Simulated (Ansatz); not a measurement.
# SnO2: the cost of one run

Computed with Ansatz 0.2.0 (DFT PBE, scalar-relativistic, plane waves, PAW, unless a step's input says otherwise).

## 1. Starting point

It takes space group P4_2/mnm (No. 136, tetragonal). Conventional cell: a = 4.738 Å, b = 4.738 Å, c = 3.186 Å, α = 90.00°, β = 90.00°, γ = 90.00°. Sn (site symmetry mmm) is surrounded by 6 O at 2.05 to 2.06 Å. O (site symmetry m2m) is surrounded by 3 Sn at 2.05 to 2.06 Å.

Coordinates:

```
CELL_PARAMETERS angstrom
-4.73800 -4.73800 3.18650
-4.73800 4.73800 3.18650
-9.47600 0.00000 -6.37300
ATOMIC_POSITIONS crystal
Sn 0.00000 0.00000 0.00000
Sn 0.25000 0.25000 0.75000
Sn 0.50000 0.50000 0.00000
Sn 0.50000 0.50000 0.50000
Sn 0.75000 0.75000 0.25000
Sn 0.75000 0.75000 0.75000
Sn 0.00000 0.00000 0.50000
Sn 0.25000 0.25000 0.25000
Sn 0.75000 0.25000 0.75000
Sn 0.00000 0.50000 0.50000
Sn 0.25000 0.75000 0.75000
Sn 0.25000 0.75000 0.25000
Sn 0.50000 0.00000 0.00000
Sn 0.50000 0.00000 0.50000
Sn 0.75000 0.25000 0.25000
Sn 0.00000 0.50000 0.00000
O 0.76967 0.07677 0.92322
O 0.01968 0.32677 0.67322
O 0.26967 0.57678 0.92322
O 0.26967 0.57678 0.42322
O 0.51967 0.82678 0.17322
O 0.51967 0.82678 0.67322
O 0.76967 0.07677 0.42322
O 0.01968 0.32678 0.17322
O 0.67322 0.48033 0.82678
O 0.92322 0.73033 0.57678
O 0.17322 0.98033 0.82678
O 0.17322 0.98033 0.32678
O 0.42323 0.23033 0.07678
O 0.42323 0.23033 0.57678
O 0.67322 0.48033 0.32678
O 0.92322 0.73033 0.07678
O 0.48033 0.17322 0.82678
O 0.73033 0.42323 0.57678
O 0.98033 0.67322 0.82678
O 0.98033 0.67322 0.32678
O 0.23033 0.92322 0.07678
O 0.23033 0.92322 0.57678
O 0.48033 0.17322 0.32678
O 0.73033 0.42322 0.07678
O 0.82678 0.01968 0.67322
O 0.07677 0.26967 0.42322
O 0.32677 0.51967 0.67322
O 0.32677 0.51967 0.17322
O 0.57678 0.76967 0.92322
O 0.57678 0.76967 0.42322
O 0.82678 0.01968 0.17322
O 0.07677 0.26967 0.92322
```

The runs take a perfect supercell of 48 atoms; the defect goes to fractional position (0.000, 0.000, 0.000).

## 2. The perfect supercell

File input.yaml:

```yaml
crystal:
  lattice:
    - [-4.738, -4.738, 3.1865]
    - [-4.738, 4.738, 3.1865]
    - [-9.476, 0.0, -6.373]
  atoms:
    - { symbol: Sn, position: [0.0, 0.0, 0.0] }
    - { symbol: Sn, position: [0.25, 0.25, 0.75] }
    - { symbol: Sn, position: [0.5, 0.5, 0.0] }
    - { symbol: Sn, position: [0.5, 0.5, 0.5] }
    - { symbol: Sn, position: [0.75, 0.75, 0.25] }
    - { symbol: Sn, position: [0.75, 0.75, 0.75] }
    - { symbol: Sn, position: [0.0, 0.0, 0.5] }
    - { symbol: Sn, position: [0.25, 0.25, 0.25] }
    - { symbol: Sn, position: [0.75, 0.25, 0.75] }
    - { symbol: Sn, position: [0.0, 0.5, 0.5] }
    - { symbol: Sn, position: [0.25, 0.75, 0.75] }
    - { symbol: Sn, position: [0.25, 0.75, 0.25] }
    - { symbol: Sn, position: [0.5, 0.0, 0.0] }
    - { symbol: Sn, position: [0.5, 0.0, 0.5] }
    - { symbol: Sn, position: [0.75, 0.25, 0.25] }
    - { symbol: Sn, position: [0.0, 0.5, 0.0] }
    - { symbol: O, position: [0.769675, 0.076775, 0.923225] }
    - { symbol: O, position: [0.019675, 0.326775, 0.673225] }
    - { symbol: O, position: [0.269675, 0.576775, 0.923225] }
    - { symbol: O, position: [0.269675, 0.576775, 0.423225] }
    - { symbol: O, position: [0.519675, 0.826775, 0.173225] }
    - { symbol: O, position: [0.519675, 0.826775, 0.673225] }
    - { symbol: O, position: [0.769675, 0.076775, 0.423225] }
    - { symbol: O, position: [0.019675, 0.326775, 0.173225] }
    - { symbol: O, position: [0.673225, 0.480325, 0.826775] }
    - { symbol: O, position: [0.923225, 0.730325, 0.576775] }
    - { symbol: O, position: [0.173225, 0.980325, 0.826775] }
    - { symbol: O, position: [0.173225, 0.980325, 0.326775] }
    - { symbol: O, position: [0.423225, 0.230325, 0.076775] }
    - { symbol: O, position: [0.423225, 0.230325, 0.576775] }
    - { symbol: O, position: [0.673225, 0.480325, 0.326775] }
    - { symbol: O, position: [0.923225, 0.730325, 0.076775] }
    - { symbol: O, position: [0.480325, 0.173225, 0.826775] }
    - { symbol: O, position: [0.730325, 0.423225, 0.576775] }
    - { symbol: O, position: [0.980325, 0.673225, 0.826775] }
    - { symbol: O, position: [0.980325, 0.673225, 0.326775] }
    - { symbol: O, position: [0.230325, 0.923225, 0.076775] }
    - { symbol: O, position: [0.230325, 0.923225, 0.576775] }
    - { symbol: O, position: [0.480325, 0.173225, 0.326775] }
    - { symbol: O, position: [0.730325, 0.423225, 0.076775] }
    - { symbol: O, position: [0.826775, 0.019675, 0.673225] }
    - { symbol: O, position: [0.076775, 0.269675, 0.423225] }
    - { symbol: O, position: [0.326775, 0.519675, 0.673225] }
    - { symbol: O, position: [0.326775, 0.519675, 0.173225] }
    - { symbol: O, position: [0.576775, 0.769675, 0.923225] }
    - { symbol: O, position: [0.576775, 0.769675, 0.423225] }
    - { symbol: O, position: [0.826775, 0.019675, 0.173225] }
    - { symbol: O, position: [0.076775, 0.269675, 0.923225] }
basis:
  ecutwfc: 420
  fft_grid_basis: typed
kpoints:
  mp_grid: { grid: [2, 2, 1] }
hamiltonian:
  xc: pbe
  pseudopotentials: { kind: paw }
scf:
  occupations: { method: gaussian, width: 0.05 }
output:
  forces: true
  stress: false
  eigenvalues: true
  bader: false
  write_density: true
  volumetric_format: npy
```

Run with:

```console
ansatz run input.yaml --threads 4 --pin off --max-ram 10240MiB --backend cpu --events-out ev --progress --plain --runs-dir out
```

**Question.** How long does this run take on 4 threads of Arm Neoverse N1, shared host, and how much memory does it need?

About 13 s, with a peak of 2.1 GiB.
